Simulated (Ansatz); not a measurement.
Set up this calculation in Ansatz 0.2.0, as the native input.

```
Task                : density of states
Functional          : PBEsol
Potentials or basis : all-electron PAW datasets made for the crystal
Cutoff              : 340 eV (chosen from the basis error)
k mesh              : 9 × 9 × 9
Occupations         : fermi-dirac, width 0.05 eV
Spin                : no spin polarisation
```

Crystal: PbO2.

```
Pb O
1.0
     0.00000    2.70199    2.70199
     2.70199    0.00000    2.70199
     2.70199    2.70199    0.00000
Pb O
1 2
Cartesian
  0.0000 0.0000 0.0000
  4.0530 4.0530 4.0530
  1.3510 1.3510 1.3510
```

The cell comes from a database or a generator and needn't be the stable form of this composition.

These files were run (other wordings do the same):

input.yaml

```yaml
crystal:
  lattice:
    - [0.0, 2.701992, 2.701992]
    - [2.701992, 0.0, 2.701992]
    - [2.701992, 2.701992, 0.0]
  atoms:
    - { symbol: Pb, position: [0.0, 0.0, 0.0] }
    - { symbol: O, position: [0.75, 0.75, 0.75] }
    - { symbol: O, position: [0.25, 0.25, 0.25] }
kpoints:
  mp_grid: { grid: [9, 9, 9] }
scf:
  occupations: { method: fermi_dirac, width: 0.05 }
hamiltonian:
  xc: pbesol
  pseudopotentials: { kind: all_electron, datasets: crystal }
output:
  forces: true
  stress: true
  eigenvalues: true
  dos: { projected: false, de: 0.2, e_range: [-14, 10] }
  elf: true
  volumetric_format: npy
```

Potentials or basis: all-electron PAW datasets made for the crystal.

Launch:

```console
$ ansatz run input.yaml --threads 2 --pin off --max-ram 8192MiB --backend cpu --events-out ev --progress --plain --runs-dir out
```

Results of the run:

The pressure is -5.7 GPa and the band gap on the k mesh is none (metal or under the smearing width).

Caveat: the program warned that the printed levels may be off, so bands, gaps and densities of states are rough; the density of states is complete only up to the lowest level of the last band computed.

Wall time 3.9 s on 2 threads of Arm Neoverse V2, with other jobs on the host, peak memory 0.52 GiB.
